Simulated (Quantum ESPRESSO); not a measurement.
A calculation with Quantum ESPRESSO 7.5 of Mg (ASE script, structure typed inline):

run.py

```python
import numpy as np
from ase.calculators.espresso import Espresso, EspressoProfile
from ase import Atoms

atoms = Atoms(['Mg', 'Mg'],
              cell=[[3.2093, 0.0, 0.0], [-1.60465, 2.7793353284, 0.0], [0.0, 0.0, 5.2103]],
              scaled_positions=[[0.6666666667, 0.3333333333, 0.75], [0.3333333333, 0.6666666667, 0.25]],
              pbc=True)

input_data = {
    'control': {'calculation': 'scf', 'prefix': 'pwscf', 'outdir': './tmp', 'tprnfor': True, 'tstress': True, 'disk_io': 'nowf'},
    'system': {'ecutwfc': 45.0, 'ecutrho': 360.0, 'nbnd': 16, 'occupations': 'smearing', 'smearing': 'fd', 'degauss': 0.00367493},
    'electrons': {'conv_thr': 4e-10, 'electron_maxstep': 120, 'mixing_beta': 0.5},
}
pseudopotentials = {'Mg': 'mg_pbesol_v1.4.uspp.F.UPF'}
profile = EspressoProfile(command='mpirun -n 2 pw.x -nk 2', pseudo_dir='pseudo')
dft = Espresso(profile=profile, input_data=input_data, pseudopotentials=pseudopotentials, kpts=(10, 10, 5), koffset=(0, 0, 0))
atoms.calc = dft

print(f'energy {atoms.get_potential_energy():.8f} eV')
print('forces (eV/A)')
print(np.round(atoms.get_forces(), 6))
print('stress (eV/A^3, Voigt)')
print(np.round(atoms.get_stress(), 8))
print(f'Fermi level {dft.get_fermi_level():.4f} eV')
```

Potentials or basis: GBRV 1.5 PBEsol.

The run is started by

```console
$ OMP_NUM_THREADS=1 python run.py
```

Problem. Write the same calculation in another form: native input, structure typed inline.

Solution. As run:

pw.in

```
&CONTROL
  calculation = 'scf'
  prefix = 'pwscf'
  outdir = './tmp'
  pseudo_dir = './pseudo'
  tprnfor = .true.
  tstress = .true.
  disk_io = 'low'
/
&SYSTEM
  ibrav = 0
  celldm(1) = 8
  nat = 2
  ntyp = 1
  ecutwfc = 45
  ecutrho = 360
  nbnd = 16
  occupations = 'smearing'
  smearing = 'fd'
  degauss = 0.00367493
/
&ELECTRONS
  conv_thr = 4d-10
  electron_maxstep = 120
  mixing_beta = 0.5
/
ATOMIC_SPECIES
Mg    24.3050 mg_pbesol_v1.4.uspp.F.UPF
CELL_PARAMETERS alat
  0.7580872564702   0.0000000000000   0.0000000000000
 -0.3790436282351   0.6565228223966   0.0000000000000
  0.0000000000000   0.0000000000000   1.2307550033922
ATOMIC_POSITIONS crystal
Mg     0.6666666667    0.3333333333    0.7500000000
Mg     0.3333333333    0.6666666667    0.2500000000
K_POINTS automatic
10 10 5 0 0 0
```

Contents of pp_density.in:

```
&INPUTPP
  prefix = 'pwscf'
  outdir = './tmp'
  filplot = 'density.dat'
  plot_num = 0
/
&PLOT
  nfile = 1
  filepp(1) = 'density.dat'
  iflag = 3
  output_format = 6
  fileout = 'density.cube'
/
```

Contents of pp_potential.in:

```
&INPUTPP
  prefix = 'pwscf'
  outdir = './tmp'
  filplot = 'potential.dat'
  plot_num = 11
/
&PLOT
  nfile = 1
  filepp(1) = 'potential.dat'
  iflag = 3
  output_format = 6
  fileout = 'potential.cube'
/
```

Potentials or basis: GBRV 1.5 PBEsol.

Command:

```bash
$ OMP_NUM_THREADS=1 mpirun -n 2 pw.x -nk 2 -in pw.in > pw.out
$ OMP_NUM_THREADS=1 mpirun -n 1 pp.x -in pp_density.in > pp_density.out
$ OMP_NUM_THREADS=1 mpirun -n 1 pp.x -in pp_potential.in > pp_potential.out
```

Both were run:

|  | ASE script, structure typed inline | native input, structure typed inline |
| --- | --- | --- |
| Pressure | -1.1 GPa | -1.1 GPa |
| Band gap on the k mesh | none (metal or under the smearing width) | none (metal or under the smearing width) |

Keys that steer only the numerical path or the files written may differ.
